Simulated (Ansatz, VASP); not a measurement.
## Bi, level by level in two programs

```
Bi
1.0
    -1.96813    1.96813    1.96813
     1.96813   -1.96813    1.96813
     1.96813    1.96813   -1.96813
Bi
1
Direct
  0.00000 0.00000 0.00000
```

This isn't the form of Bi at room conditions, which is rhombohedral.

Single points on this cell with VASP 6.6.1 and Ansatz 0.2.0. Each row is one pair of runs. Alike in all rows: spin: off; k mesh: 9 × 9 × 9; smearing: fermi-dirac, width 0.05 eV.

```tsv
level	VASP's potentials, cutoff	Ansatz's potentials, cutoff	gap on the k mesh at the Fermi level (eV), VASP	gap on the k mesh at the Fermi level (eV), Ansatz	pressure (GPa), VASP	pressure (GPa), Ansatz
LDA	VASP PAW LDA potentials, release 64 (Bi_d), 520 eV	Ansatz PAW, 420 eV	none	none	-2.2	-2.3
r2SCAN	VASP PAW PBE potentials, release 64 (Bi_d), 520 eV	Ansatz PAW, 500 eV	none	none	1.2	1.3
BLYP	VASP PAW PBE potentials, release 64 (Bi_d), 520 eV	Ansatz PAW, 420 eV	none	none	6.5	6.4
```

Pressure (GPa): the two programs differ by at most 0.15.

A gap of «none» marks a metal or a gap that the smearing closes.

Caveats: spin-orbit coupling is left out, which moves the levels of the heavy elements; the PAW data sets were made with another functional, which shifts forces and pressure a little (VASP); the PAW data sets come from PBE, with cores solved anew for the run's functional, which leaves a small shift of forces and pressure (Ansatz).
